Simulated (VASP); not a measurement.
GaAs, 2 atoms in the cell. It takes space group F-43m (No. 216, cubic). The conventional cell has a = 5.762 Å, b = 5.762 Å, c = 5.762 Å, α = 90.00°, β = 90.00°, γ = 90.00°. Ga (site symmetry -43m) has 4 As at 2.49 Å as nearest neighbours. As (site symmetry -43m) has 4 Ga at 2.49 Å as nearest neighbours. 

```yaml
Program: VASP 6.6.1
Task: band structure
Functional: PBE
Potentials_or_basis: VASP PAW PBE potentials, release 64 (Ga, As)
Cutoff: 520 eV
k_mesh: 10 × 10 × 10
Occupations: gaussian, width 0.02 eV
Spin: no spin polarisation
Further_INCAR_settings: ALGO = Normal; EDIFF = 1e-07; NBANDS = 11
```

Potentials or basis: VASP PAW PBE potentials, release 64 (Ga, As).

The run is started by

```bash
$ cat potpaw_PBE.64/Ga/POTCAR potpaw_PBE.64/As/POTCAR > POTCAR
$ cp INCAR.step1 INCAR
$ cp KPOINTS.step1 KPOINTS
$ mpirun -np 1 vasp_std > vasp.out
$ cp INCAR.step2 INCAR
$ cp KPOINTS.step2 KPOINTS
$ mpirun -np 1 vasp_std > vasp.out
```

Hardware: 1 thread of AMD EPYC 9R45 96-Core Processor (Zen 5), with other jobs on the host.

Question: How long does it take, and how much memory?

Answer: Wall time 34 s on 1 thread of AMD EPYC 9R45 96-Core Processor (Zen 5), with other jobs on the host, peak memory 0.2 GiB. Counts: scf iterations 6, k points 150.
